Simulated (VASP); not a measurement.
# Rb (Im-3m) in VASP: further runs

The runs below take Rb through relaxation of the atoms, with LDA.

Program: VASP 6.6.1. These are calculated values, not measurements. Logs are shortened: lines on timing, memory, paths and dates and some standing lists are left out, and cuts for length are marked.

**1. The crystal as given**

The structure is cubic, space group Im-3m (No. 229). Conventional cell: a = 5.384 Å, b = 5.384 Å, c = 5.384 Å, α = 90.00°, β = 90.00°, γ = 90.00°.

**2. Relaxation of the atoms, LDA (a relaxed cell with its volume scaled by 0.94)**

File INCAR:

```
PREC = Accurate ; ENCUT = 600
EDIFF = 1E-7 ; ISMEAR = 1
SIGMA = 0.1 ; LREAL = False
LASPH = True ; NELM = 80
ALGO = Normal ; ISIF = 2
LWAVE = False ; LCHARG = False
IBRION = 2 ; NSW = 40
EDIFFG = -0.01
```

File KPOINTS:

```
Automatic mesh
0
Gamma
  10 10 10
```

File POSCAR:

```
Rb                                      
1.0
   -2.6370634350      2.6370634350      2.6370634350
    2.6370634350     -2.6370634350      2.6370634350
    2.6370634350      2.6370634350     -2.6370634350
  Rb            
     1
Direct
     0.0000000000000000    0.0000000000000000    0.0000000000000000
```

Potentials or basis: VASP PAW LDA potentials, release 64 (Rb_sv).

Launch:

```
$ cat potpaw_LDA.64/Rb_sv/POTCAR > POTCAR
$ mpirun -np 1 vasp_std > vasp.out
```

OUTCAR:

```text
PREC = Accurate
   ENCUT = 600
   EDIFF = 1E-7
   ISMEAR = 1
   LREAL = False
   LASPH = True
   NELM = 80
   ISIF = 2
   IBRION = 2
   NSW = 40
   EDIFFG = -0.01

 ion  position               nearest neighbor table
   1  0.000  0.000  0.000-

  LATTYP: Found a body centered cubic cell.
 ALAT       =     5.2741268700

  Lattice vectors:

 A1 = (  -2.6370634350,   2.6370634350,   2.6370634350)
 A2 = (   2.6370634350,  -2.6370634350,   2.6370634350)
 A3 = (   2.6370634350,   2.6370634350,  -2.6370634350)

Analysis of symmetry for initial positions (statically):
=====================================================================
 Subroutine PRICEL returns:
 Original cell was already a primitive cell.

 Routine SETGRP: Setting up the symmetry group for a
 body centered cubic supercell.

 Subroutine GETGRP returns: Found 48 space group operations
 (whereof 48 operations were pure point group operations)
 out of a pool of 48 trial point group operations.

The static configuration has the point symmetry O_h .

Analysis of symmetry for dynamics (positions and initial velocities):
=====================================================================
 Subroutine PRICEL returns:
 Original cell was already a primitive cell.

 Routine SETGRP: Setting up the symmetry group for a
 body centered cubic supercell.

 Subroutine GETGRP returns: Found 48 space group operations
 (whereof 48 operations were pure point group operations)
 out of a pool of 48 trial point group operations.

The dynamic configuration has the point symmetry O_h .

 Subroutine INISYM returns: Found 48 space group operations
 (whereof 48 operations are pure point group operations),
 and found     1 'primitive' translations

----------------------------------------------------------------------------------------

                                     Primitive cell

  volume of cell :      73.3536

  direct lattice vectors                    reciprocal lattice vectors
    -2.637063435  2.637063435  2.637063435     0.000000000  0.189604844  0.189604844
     2.637063435 -2.637063435  2.637063435     0.189604844  0.000000000  0.189604844
     2.637063435  2.637063435 -2.637063435     0.189604844  0.189604844  0.000000000

  length of vectors
     4.567527852  4.567527852  4.567527852     0.268141741  0.268141741  0.268141741

  position of ions in fractional coordinates (direct lattice)
     0.000000000  0.000000000  0.000000000

  ion indices of the primitive-cell ions
   primitive index   ion index
                 1           1

----------------------------------------------------------------------------------------

 KPOINTS: Automatic mesh

Automatic generation of k-mesh.
 Grid dimensions read from file:
 generate k-points for:   10   10   10

 Generating k-lattice:

  Cartesian coordinates                     Fractional coordinates (reciprocal lattice)
     0.000000000  0.018960484  0.018960484     0.100000000  0.000000000  0.000000000
     0.018960484  0.000000000  0.018960484     0.000000000  0.100000000  0.000000000
     0.018960484  0.018960484  0.000000000     0.000000000  0.000000000  0.100000000

  Length of vectors
     0.026814174  0.026814174  0.026814174

  Shift w.r.t. Gamma in fractional coordinates (k-lattice)
     0.000000000  0.000000000  0.000000000

 Subroutine IBZKPT returns following result:
 ===========================================

 Found     47 irreducible k-points:

 Following reciprocal coordinates:
            Coordinates               Weight
  0.000000  0.000000  0.000000      1.000000
  0.100000  0.000000  0.000000     12.000000
  0.200000  0.000000  0.000000     12.000000
  0.300000  0.000000  0.000000     12.000000
  0.400000  0.000000  0.000000     12.000000
  0.500000  0.000000  0.000000      6.000000
[... 16 lines left out ...]
  0.300000  0.300000  0.100000      8.000000
 -0.300000  0.300000  0.100000     24.000000
 [... further k-points ...]
   k-points           NKPTS =     47   k-points in BZ     NKDIM =     47   number of bands    NBANDS=      8
   number of dos      NEDOS =    301   number of ions     NIONS =      1
   total plane-waves  NPLWV =  46656
   dimension x,y,z NGX =    36 NGY =   36 NGZ =   36
   dimension x,y,z NGXF=    72 NGYF=   72 NGZF=   72
   ions per type =               1
   NGX,Y,Z   is equivalent  to a cutoff of  13.10, 13.10, 13.10 a.u.
   NGXF,Y,Z  is equivalent  to a cutoff of  26.21, 26.21, 26.21 a.u.
 SYSTEM =  unknown system
   PREC   = accura    normal or accurate (medium, high low for compatibility)
   ISTART =      0    job   : 0-new  1-cont  2-samecut
   ICHARG =      2    charge: 1-file 2-atom 10-const
   ISPIN  =      1    spin polarized calculation?
   LNONCOLLINEAR =      F non collinear calculations
   LSORBIT =      F    spin-orbit coupling
   LASPH  =      T    aspherical Exc in radial PAW
   ENCUT  =  600.0 eV  44.10 Ry    6.64 a.u.   9.12  9.12  9.12*2*pi/ulx,y,z
   NELM   =     80;   NELMIN=  2; NELMDL= -5     # of ELM steps
   EDIFF  = 0.1E-06   stopping-criterion for ELM
   LREAL  =      F    real-space projection
   EDIFFG = -.1E-01   stopping-criterion for IOM
   NSW    =     40    number of steps for IOM
   IBRION =      2    ionic relax: 0-MD 1-quasi-New 2-CG
   NFREE  =      1    steps in history (QN), initial steepest desc. (CG)
   ISIF   =      2    stress and relaxation
   ISYM   =      2    0-nonsym 1-usesym 2-fastsym
   POTIM  = 0.5000    time-step for ionic-motion
   TEBEG  =    0.0;   TEEND  =   0.0 temperature during run
   PSTRESS=    0.0 pullay stress
   NELECT =       9.0000    total number of electrons
   NUPDOWN=      -1.0000    fix difference up-down
   EMIN   =  10.00;   EMAX   =-10.00  energy-range for DOS
   EFERMI =   0.00;   METHOD = LEGACY
   ISMEAR =     1;   SIGMA  =   0.10  broadening in eV -4-tet -1-fermi 0-gaus
   EFERMI_NEDOS =   21; number of points for ismear=-14 and -15
   IALGO  =     38    algorithm
   IMIX   =      4    mixing-type and parameters
     AMIX     =   0.40;   BMIX     =  1.00
     AMIX_MAG =   1.60;   BMIX_MAG =  1.00
  volume/ion in A,a.u.               =      73.35       495.01
  Fermi-wavevector in a.u.,A,eV,Ry     =   0.813483  1.537260  9.003716  0.661754
  Thomas-Fermi vector in A             =   1.923216
   LORBIT       =      0    0 simple, 1 ext, 2 COOP (PROOUT), +10 PAW based schemes
   GGA     = CA    functional components
   LHFCALC =     F    Hartree Fock is set to
   AEXX    =    0.0000 exact exchange contribution
   IVDW    =     0    specifies the selected vdW correction
   LEPSILON=     F    determine dielectric tensor
   LRPA    =     F    only Hartree local field effects (RPA)
 conjugate gradient relaxation of ions
 non-spin polarized calculation
 Methfessel and Paxton  Order N= 1 SIGMA  =   0.10
  energy-cutoff  :      600.00
  volume of cell :       73.35
 maximum number of plane-waves:      2491
   NGX = 19   NGY = 19   NGZ = 19

 number of electron       9.0000000 magnetization

 Free energy of the ion-electron system (eV)
  ---------------------------------------------------
  ext. energy  EPLUGINS =         0.00000000
  ---------------------------------------------------
  free energy    TOTEN  =        -1.05206475 eV

  energy without entropy =       -1.05061270  energy(sigma->0) =       -1.05158073

 E-fermi :   0.3266     XC(G=0):  -6.2568

 val. band max:        0.3213462223   @ k =   0.3000   0.2000   0.0000
 cond. band min:       0.3333230370   @ k =  -0.3000   0.4000   0.2000
 fundamental gap:      0.0119768146
 Fermi energy:         0.3266103397

 k-point     1 :       0.0000    0.0000    0.0000
  band No.  band energies     occupation
      1     -28.3899      2.00000
      2     -12.4568      2.00000
      3     -12.4568      2.00000
      4     -12.4568      2.00000
      5      -1.9761      2.00000
      6       4.0723      0.00000
      7       4.0723      0.00000
      8       4.0723      0.00000

 k-point     2 :       0.1000    0.0000    0.0000
  band No.  band energies     occupation
      1     -28.3888      2.00000
      2     -12.4772      2.00000
      3     -12.4632      2.00000
      4     -12.4569      2.00000
      5      -1.8302      2.00000
      6       3.8865      0.00000
      7       3.8944      0.00000
      8       4.2143      0.00000

 k-point     3 :       0.2000    0.0000    0.0000
  band No.  band energies     occupation
      1     -28.3857      2.00000
      2     -12.5297      2.00000
      3     -12.4797      2.00000
      4     -12.4571      2.00000
      5      -1.4120      2.00000
      6       3.2384      0.00000
      7       3.5217      0.00000
      8       4.6333      0.00000

 k-point     4 :       0.3000    0.0000    0.0000
  band No.  band energies     occupation
      1     -28.3820      2.00000
      2     -12.5927      2.00000
      3     -12.5000      2.00000
      4     -12.4574      2.00000
      5      -0.7801      2.00000
      6       2.4753      0.00000
      7       3.1666      0.00000
      8       5.0815      0.00000

 k-point     5 :       0.4000    0.0000    0.0000
  band No.  band energies     occupation
      1     -28.3790      2.00000
      2     -12.6424      2.00000
      3     -12.5163      2.00000
      4     -12.4577      2.00000
      5      -0.0455      2.00000
      6       1.7811     -0.00000
      7       2.9293      0.00000
      8       5.0395      0.00000
[... 177 lines left out ...]
 k-point    22 :      -0.2000    0.2000    0.1000
  band No.  band energies     occupation
      1     -28.3847      2.00000
      2     -12.5299      2.00000
      3     -12.4864      2.00000
      4     -12.4729      2.00000
      5      -1.2754      2.00000
      6       3.2737      0.00000
      7       3.5664      0.00000
      8       4.1786      0.00000

 k-point    23 :       0.3000    0.3000    0.1000
  band No.  band energies     occupation
      1     -28.3770      2.00000
      2     -12.5851      2.00000
      3     -12.5851      2.00000
      4     -12.4995      2.00000
      5       1.5683     -0.00000
      6       1.5683     -0.00000
      7       1.6259     -0.00000
      8       4.1499      0.00000

 k-point    24 :      -0.3000    0.3000    0.1000
  band No.  band energies     occupation
      1     -28.3810      2.00000
      2     -12.5898      2.00000
      3     -12.5071      2.00000
      4     -12.4725      2.00000
      5      -0.6523      2.00000
      6       2.4964      0.00000
      7       3.2483      0.00000
      8       4.2996      0.00000

 [... further k-points ...]

------------------------ aborting loop because EDIFF is reached ----------------------------------------

  FORCE on cell =-STRESS in cart. coord.  units (eV):
  Direction    XX          YY          ZZ          XY          YZ          ZX
  --------------------------------------------------------------------------------------
  -------------------------------------------------------------------------------------
  Total        0.1116880      0.1116880      0.1116880      0.0000000      0.0000000     -0.0000000
  in kB        2.4394697      2.4394697      2.4394697      0.0000000      0.0000000     -0.0000000
  external PRESSURE =       2.4394697 kB  Pullay stress =       0.0000000 kB

 VOLUME and BASIS-vectors are now :
 -----------------------------------------------------------------------------
  energy-cutoff  :      600.00
  volume of cell :       73.35
      direct lattice vectors                 reciprocal lattice vectors
    -2.637063435  2.637063435  2.637063435     0.000000000  0.189604844  0.189604844
     2.637063435 -2.637063435  2.637063435     0.189604844  0.000000000  0.189604844
     2.637063435  2.637063435 -2.637063435     0.189604844  0.189604844  0.000000000

 POSITION                                       TOTAL-FORCE (eV/Angst)
 -----------------------------------------------------------------------------------
      0.00000      0.00000      0.00000        -0.000000      0.000000      0.000000
 -----------------------------------------------------------------------------------
    total drift:                               -0.000000      0.000000      0.000000

  FREE ENERGIE OF THE ION-ELECTRON SYSTEM (eV)
  ---------------------------------------------------
  free  energy   TOTEN  =        -1.0520647467 eV

  energy  without entropy=       -1.0506127042  energy(sigma->0) =       -1.05158073

 reached required accuracy - stopping structural energy minimisation
```

It took 13 s on 1 thread of Intel Xeon Platinum 8488C (Sapphire Rapids), shared host; peak memory 0.18 GiB.

Results:

```
Free energy             : -1.0521 eV
Pressure after relaxing : 0.2 GPa
Band gap on the k mesh  : none (metal or under the smearing width)
```

Final structure:
```xyz
1
Lattice="-2.6371 2.6371 2.6371 2.6371 -2.6371 2.6371 2.6371 2.6371 -2.6371" Properties=species:S:1:pos:R:3 pbc="T T T"
Rb    0.0000    0.0000    0.0000
```

Caveat: the relaxation stopped at its first step, so nothing moved.

(Part 1 of 2 ends here.)
